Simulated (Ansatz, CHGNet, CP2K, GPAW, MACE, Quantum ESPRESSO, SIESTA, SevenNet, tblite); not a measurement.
# SIESTA runs on AlP(100) slab, H on both faces (90 atoms), part 2 of 2

Aim: run AlP(100) slab, H on both faces (90 atoms) in SIESTA and see how near its forces come to a plane-wave reference, and at what cost.

Program: SIESTA 5.4.2; the method stands at each step. Banners, paths, timers and routine set-up lines are dropped from the logs unmarked, and long logs keep their key lines alone; longer cuts are marked. The potentials were converted by us to PSML.

So far. Step 2 (PBE, DZP, shift 0.01 Ry, mesh 300 Ry): Forces lie 24 % from the reference's, at 0.45 times its CPU time (on 1 against 4 cores).

## 3. PBE, TZP, shift 0.01 Ry, mesh 300 Ry

Method: Kohn-Sham DFT, PBE, PseudoDojo 0.4.1 norm-conserving pseudopotentials (converted to PSML), numerical atomic orbitals (TZP), diagonalisation.

Contents of input.fdf:

```
SystemLabel cell
NumberOfAtoms 90
NumberOfSpecies 3
%block ChemicalSpeciesLabel
  1 13 Al
  2 15 P
  3 1 H
%endblock ChemicalSpeciesLabel
LatticeConstant 1.0 Ang
%block LatticeVectors
  11.58877 0.00000 0.00000
  0.00000 11.58877 0.00000
  0.00000 0.00000 18.56080
%endblock LatticeVectors
PAO.BasisSize TZP
PAO.EnergyShift 0.01 Ry
XC.Functional GGA
XC.Authors PBE
MeshCutoff 300 Ry
%block kgrid_Monkhorst_Pack
  1 0 0 0.0
  0 1 0 0.0
  0 0 1 0.0
%endblock kgrid_Monkhorst_Pack
SolutionMethod diagon
OccupationFunction FD
ElectronicTemperature 580 K
SCF.Mixer.Method Pulay
SCF.Mixer.Weight 0.05
SCF.Mixer.History 8
SCF.Mix Hamiltonian
MaxSCFIterations 300
SCF.DM.Tolerance 1e-04
SCF.H.Tolerance 1.0e-3 eV
WriteForces T
Write.HirshfeldPop T
Write.VoronoiPop T
Write.DM F
Write.H F
XML.Write F
AtomicCoordinatesFormat Fractional
%block AtomicCoordinatesAndAtomicSpecies
[... 90 atom lines left out: the same atoms as in the first run ...]
%endblock AtomicCoordinatesAndAtomicSpecies
```

Launch:

```
$ OMP_NUM_THREADS=1 mpirun -np 2 siesta < input.fdf > output.txt
```

Output:

```text
Version         : 5.4.2
reinit: System Name:
reinit: System Label: cell
initatom: Reading input for the pseudopotentials and atomic orbitals ----------
Species number:   1 Atomic number:   13 Label: Al
Species number:   2 Atomic number:   15 Label: P
Species number:   3 Atomic number:    1 Label: H
Ground state valence configuration (from tables):   3s02  3p01  3d00  4f00
Ground state valence configuration (from tables):   3s02  3p03  3d00  4f00
Ground state valence configuration (from tables):   1s01  2p00  3d00  4f00
---- Processing specs for species: Al
GGA--PBE XC_GGA_X_PBE--XC_GGA_C_PBE pb
---- Processing specs for species: P
GGA--PBE XC_GGA_X_PBE--XC_GGA_C_PBE pb
---- Processing specs for species: H
GGA--PBE XC_GGA_X_PBE--XC_GGA_C_PBE pb
[... lines left out ...]
stepf: Fermi-Dirac step function
        iscf     Eharris(eV)        E_KS(eV)     FreeEng(eV)     dDmax    Ef(eV) dHmax(eV)
[... lines left out ...]
SCF Convergence by DM+H criterion
[... lines left out ...]
SCF cycle converged after 41 iterations
[... lines left out ...]
   Max    2.556852
[... lines left out ...]
   Max    2.556852    constrained
Stress tensor Voigt[x,y,z,yz,xz,xy] (kbar):      -46.50      -34.14       -9.27        1.73       -2.98        0.13
[... lines left out ...]
siesta: FreeEng =     -7357.239195
[... lines left out ...]
siesta:  Band Struct. =   -2459.828531
siesta:       Kinetic =    3033.146552
siesta:       Hartree =   16139.718274
siesta:         Exch. =   -2364.339254
siesta:         Corr. =    -287.180084
siesta:   Exch.-corr. =   -2651.519338
siesta:  Ion-electron =  -34892.344298
siesta:       Ion-ion =   11014.048744
siesta:         Total =   -7356.950066
siesta:         Fermi =      -3.049526
siesta: Stress tensor (static) (eV/Ang**3):
siesta:    -0.029023    0.000083   -0.001860
siesta:     0.000083   -0.021306    0.001078
siesta:    -0.001860    0.001079   -0.005788
siesta: Cell volume =       2492.707832 Ang**3
siesta: Pressure (static):
siesta:                Solid            Molecule  Units
siesta:           0.00020373          0.00015035  Ry/Bohr**3
siesta:           0.01870533          0.01380480  eV/Ang**3
siesta:          29.96924810         22.11773142  kBar
    Orbital volume contribution        =          69.565355 eV
    (Free)E + p_basis*V_orbitals       =       -7287.673841 eV
    (Free)Eharris+ p_basis*V_orbitals  =       -7287.673834 eV
siesta: Electric dipole (a.u.)  =   -0.000000    0.000000   -9.090178
siesta: Electric dipole (Debye) =   -0.000000    0.000000  -23.104928
Hirshfeld Atomic Populations:
Atom #   charge [q] valence [e]  Species
     1     0.122051    2.877949  Al
     2     0.036654    4.963346  P
     3     0.149890    2.850110  Al
     4    -0.162065    5.162065  P
     5     0.192590    2.807410  Al
     6    -0.140865    5.140865  P
[...]
55    -0.011319    1.011319  H
    56    -0.011997    1.011997  H
    57    -0.094817    1.094817  H
[...]
--------------------
 Total     0.000008
Voronoi Atomic Populations:
Atom #   charge [q] valence [e]  Species
[...]
51     0.192627    2.807373  Al
    52    -0.210922    5.210922  P
    53     0.232463    2.767537  Al
    54    -0.216206    5.216206  P
[...]
89    -0.093772    1.093772  H
    90    -0.088459    1.088459  H
--------------------
 Total     0.000008
```

Run time: 6.5 min. Hardware: 2 MPI ranks of Arm Neoverse V2, shared host; peak memory 2 GiB; 13 min of CPU time.

Against the reference:

- r.m.s. force component: 0.5676 eV/Å
- r.m.s. difference of force components: 110.9 meV/Å
- longest difference of force vectors: 447.1 meV/Å
- force difference over r.m.s. force: 21.55 %
- slope of forces against the reference's: 1.085
- correlation of force components: 0.9838

Against the first run (24 %), the force difference from the reference is 22 %, at 1.5 times the CPU time (on 2 against 1 cores), with 1134 basis functions against 882.

## 4. PBE, DZP, shift 0.01 Ry, mesh 100 Ry

Method: Kohn-Sham DFT, PBE, PseudoDojo 0.4.1 norm-conserving pseudopotentials (converted to PSML), numerical atomic orbitals (DZP), diagonalisation.

Changes to input.fdf since step 3:

```diff
@@ -14,3 +14,3 @@
 %endblock LatticeVectors
-PAO.BasisSize TZP
+PAO.BasisSize DZP
 PAO.EnergyShift 0.01 Ry
@@ -18,3 +18,3 @@
 XC.Authors PBE
-MeshCutoff 300 Ry
+MeshCutoff 100 Ry
 %block kgrid_Monkhorst_Pack
```

Launch:

```
$ OMP_NUM_THREADS=1 siesta < input.fdf > output.txt
```

Output:

```text
Version         : 5.4.2
reinit: System Name:
reinit: System Label: cell
initatom: Reading input for the pseudopotentials and atomic orbitals ----------
Species number:   1 Atomic number:   13 Label: Al
Species number:   2 Atomic number:   15 Label: P
Species number:   3 Atomic number:    1 Label: H
Ground state valence configuration (from tables):   3s02  3p01  3d00  4f00
[... lines left out ...]
SCF Convergence by DM+H criterion
[... lines left out ...]
SCF cycle converged after 45 iterations
[... lines left out ...]
   Max    2.627358
[... lines left out ...]
   Max    2.627358    constrained
Stress tensor Voigt[x,y,z,yz,xz,xy] (kbar):      -46.93      -34.15       -9.33        1.73       -3.00        0.13
[... lines left out ...]
siesta: FreeEng =     -7355.291482
[... lines left out ...]
siesta:         Fermi =      -3.045584
[... lines left out ...]
siesta:          30.13612737         22.35755081  kBar
[... lines left out ...]
siesta: Electric dipole (a.u.)  =   -0.000000    0.000000   -9.091004
siesta: Electric dipole (Debye) =   -0.000000    0.000000  -23.107027
Hirshfeld Atomic Populations:
Atom #   charge [q] valence [e]  Species
     1     0.118829    2.881171  Al
     2     0.038198    4.961802  P
     3     0.145692    2.854308  Al
     4    -0.157368    5.157368  P
     5     0.189375    2.810625  Al
     6    -0.135303    5.135303  P
[...]
55    -0.011905    1.011905  H
    56    -0.012607    1.012607  H
    57    -0.094672    1.094672  H
[...]
--------------------
 Total     0.000080
Voronoi Atomic Populations:
Atom #   charge [q] valence [e]  Species
[...]
51     0.186305    2.813695  Al
    52    -0.199567    5.199567  P
    53     0.232666    2.767334  Al
    54    -0.208241    5.208241  P
[...]
89    -0.092556    1.092556  H
    90    -0.094034    1.094034  H
--------------------
 Total     0.000042
```

Wall time 2.3 min (1 thread); peak memory 0.5 GiB.

Numbers from this run, and their distance from the reference:

- r.m.s. force component: 0.5713 eV/Å
- r.m.s. difference of force components: 121.9 meV/Å
- longest difference of force vectors: 518.3 meV/Å
- force difference over r.m.s. force: 23.69 %
- slope of forces against the reference's: 1.088
- correlation of force components: 0.9802
- energy less the same-level run's: 0.3377 meV/atom
- r.m.s. force difference from the same-level run: 7.218 meV/Å

This is a coarse setting, run to see what it loses.

Against the first run (24 %), the force difference from the reference is 24 %, at 0.26 times the CPU time: the change moves forces by 7.2 meV/Å r.m.s., so most of the difference comes from elsewhere.

## 5. Side by side

Differences are against the plane-wave reference, forces as r.m.s. over components; share is that over the reference's r.m.s. force, slope the least-squares factor from reference forces to these. Total energies of different programs have different zeros and aren't compared.

| run | Δ force, r.m.s. (meV/Å) | share (%) | slope | cores | CPU time | memory (GiB) |
| --- | --- | --- | --- | --- | --- | --- |
| reference | - | - | - | 4 | 20 min | 5.2 |
| SIESTA PBE, DZP, shift 0.01 Ry, mesh 300 Ry | 122 | 23.6 | 1.090 | 1 | 8.9 min | 1.5 |
| SIESTA PBE, TZP, shift 0.01 Ry, mesh 300 Ry | 111 | 21.5 | 1.085 | 2 | 13 min | 2.0 |
| SIESTA PBE, DZP, shift 0.01 Ry, mesh 100 Ry (coarse) | 122 | 23.7 | 1.088 | 1 | 2.3 min | 0.5 |

Rows marked coarse were listed beforehand as settings not expected to be converged; some can still land near the reference.

CPU time is summed over cores on a shared host, where runs went side by side, so it is rough. Symmetry, cutoffs, thresholds, outputs and thread counts weren't matched or tuned between programs; memory under MPI is the largest rank's times the ranks.

Within one program, basis, potentials and functional, energies share a zero. Each run against its twin at the usual cutoff or grid and solver:

| run | twin | Δ energy (meV/atom) | Δ force, r.m.s. (meV/Å) | CPU time over the twin's |
| --- | --- | --- | --- | --- |
| SIESTA PBE, DZP, shift 0.01 Ry, mesh 100 Ry | DZP, shift 0.01 Ry, mesh 300 Ry | 0.338 | 7.22 | 0.26 |

Further runs of this program without a result: SIESTA PBE, SZ, shift 0.01 Ry, mesh 300 Ry (cut off at its time limit); SIESTA PBE, DZP, shift 0.001 Ry, mesh 300 Ry (cut off at its time limit).

## 6. Outcome

| Property | Result |
| --- | --- |
| nearest in forces | SIESTA PBE, TZP, shift 0.01 Ry, mesh 300 Ry, 22 % |
| its CPU time | 13 min |

The PBE runs in local orbitals, coarse settings apart, differ by 22 % (SIESTA PBE, TZP, shift 0.01 Ry, mesh 300 Ry) to 24 % (SIESTA PBE, DZP, shift 0.01 Ry, mesh 300 Ry); basis, grid and potentials can all enter. Runs with settings chosen to be coarse differ by 24 % (SIESTA PBE, DZP, shift 0.01 Ry, mesh 100 Ry), their programs' other errors included. Of the electronic-structure runs that take under half the reference's CPU time, SIESTA PBE, DZP, shift 0.01 Ry, mesh 300 Ry is among the nearest, at 24 % in 8.9 min against 20 min. Caps of real hydrogen don't mimic the fractional bonds of a polar compound, so surface states and strained caps may belong to the model. The electronic-structure runs sample only Γ, in a cell whose shortest periodic width is 12 Å, which is coarse for a cell with partly filled levels.

[Also dropped from logs without a mark: logging warnings of Python, and SIESTA's first energy breakdown and zero terms.]

[Logs are printed without paths, hosts, clocks, repeated set-up lines and the standing remarks that a program may print on its own settings, such as how far it seeks lower states.]

[Hosts, paths, dates, database ids (printed as entryN), source tags and the programs' standing remarks are cut or masked in the printed files.]
